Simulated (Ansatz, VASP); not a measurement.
## One calculation of P, two programs

File INCAR:

```
PREC = Accurate
ENCUT = 520
EDIFF = 1E-6
ISMEAR = -1
SIGMA = 0.1
LREAL = F
LASPH = T
NELM = 80
ALGO = Normal
ISIF = 2
LWAVE = F
LCHARG = T
GGA = B5
ALDAX = 1.0
AGGAX = 1.0
AGGAC = 1.0
ALDAC = 0.0
LELF = T
LVHAR = T
NBANDS = 8
```

KPOINTS

```
regular mesh
0
Gamma
  15 15 15
```

Contents of POSCAR:

```
P
1.0
    0.0000000000      2.0844832315      2.0844832315
    2.0844832315      0.0000000000      2.0844832315
    2.0844832315      2.0844832315      0.0000000000
P
1
Direct
    0.0000000000      0.0000000000      0.0000000000
```

Input for Ansatz:

```yaml
crystal:
  lattice:
    - [0.0, 2.0844832315, 2.0844832315]
    - [2.0844832315, 0.0, 2.0844832315]
    - [2.0844832315, 2.0844832315, 0.0]
  atoms:
    - { symbol: P, position: [0.0, 0.0, 0.0] }
hamiltonian:
  xc: blyp
  pseudopotentials:
    kind: paw
    azcp:
      P: "pseudopotentials/P.paw.azcp"
basis:
  ecutwfc: 420
  fft_grid_basis: typed
kpoints:
  mp_grid: { grid: [15, 15, 15], shift: [0, 0, 0] }
magnetization:
  spin_polarized: false
scf:
  occupations: { method: fermi_dirac, width: 0.1 }
  lower_state_search: "off"
output:
  stress: true
```

Alike in both runs: task single point; functional BLYP; k mesh 15 × 15 × 15; occupations fermi-dirac, width 0.1 eV; no spin polarisation.

|  | VASP | Ansatz |
| --- | --- | --- |
| version | VASP 6.6.1 | Ansatz 0.2.0 |
| potentials or method | VASP PAW PBE potentials, release 64 (P) | plane waves (420 eV) with PAW, scalar-relativistic |
| plane-wave cutoff (eV) | 520 | 420 |
| valence electrons in the cell | 5 | 5 |

```tsv
	VASP	Ansatz	Ansatz less VASP
pressure (GPa)	-4.4	-4.5	-0.10
```

Caveats: the PAW data sets were made with another functional, which shifts forces and pressure a little (VASP).
